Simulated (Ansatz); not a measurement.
Runs of Ansatz 0.2.0 on Pt. Symmetry: Fm-3m, No. 225, cubic system. Conventional cell: a = 3.922 Å, b = 3.922 Å, c = 3.922 Å, α = 90.00°, β = 90.00°, γ = 90.00°. Pt (site symmetry m-3m) is surrounded by 12 Pt at 2.77 Å. 

| task | level | spin | k mesh | cutoff (eV) | atoms under strain | points for each segment of the path | gap on the mesh (eV) | pressure (GPa) | V0 of scaled cells (Å³/atom) | B0 (GPa) |
| --- | --- | --- | --- | --- | --- | --- | --- | --- | --- | --- |
| equation of state | PBE | off | 12 × 12 × 12 | 420 | - | - | - | - | 15.65 | 249 |
| equation of state | LDA | off | 12 × 12 × 12 | 420 | - | - | - | - | (a) | (c) |
| elastic constants | PBEsol | off | 10 × 10 × 10 | 420 | relaxed | - | none | -0.6 | - | - |
| band structure | PBEsol | SOC, no magnetisation | 12 × 12 × 12 | 420 | - | 14 | none | -0.4 | - | - |
| equation of state | r2SCAN | off | 12 × 12 × 12 | 500 | - | - | - | - | (b) | 271 |

Alike in all rows: potentials or basis Ansatz PAW; cell as given; smearing fermi-dirac 0.05 eV.

Task: Estimate the missing entries.

Result: (a) 14.77; (b) 15.30; (c) 306.

Caveats: the PAW data sets come from PBE, with cores solved anew for the run's functional, which leaves a small shift of forces and pressure (some runs); elastic constants of metals need much finer meshes, so these are rough (some runs); the PAW data sets were made with another functional, which shifts forces and pressure a little (some runs).

A k mesh can miss the band edges, and rows without SOC leave out spin-orbit coupling on Pt.

A gap of «none» marks a metal or a gap under the smearing width.
